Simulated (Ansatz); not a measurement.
Crystal: Mg.

```
Mg
1.0
     3.05030    0.00000    0.00000
    -1.52515    2.64164    0.00000
     0.00000    0.00000    3.04484
Mg
1
Direct
  0.00000 0.00000 0.00000
```

This isn't the form of Mg at room conditions, which is hcp.

| Property | Result |
| --- | --- |
| Program | Ansatz 0.2.0 |
| Task | single point |
| Functional | PBE |
| Potentials or basis | Ansatz PAW |
| Cutoff | 420 eV (not typed: the program's choice for these potentials) |
| k mesh | 10 × 10 × 9 |
| Occupations | fermi-dirac, width 0.05 eV |
| Spin | no spin polarisation |

On this cell: pressure 1.2 GPa; band gap on the k mesh none (metal or under the smearing width).

The same run follows on a disturbed copy (cell strained at random at fixed volume):

```xyz
1
Lattice="2.9514 0.0079 0.0350 -1.4689 2.7074 -0.0249 0.0349 -0.0085 3.0664" Properties=species:S:1:pos:R:3 pbc="T T T"
Mg    0.0540   -0.0414    0.0399
```

Question: What does the disturbed cell give?

Answer: The energy (extrapolated to zero smearing) moves by +8.5 meV/atom; pressure 1.4 GPa; band gap on the k mesh none (metal or under the smearing width).

Stress tensor (GPa, compression positive):
```
 3.69 -0.11  0.06
-0.11  0.71 -0.03
 0.06 -0.03 -0.19
```
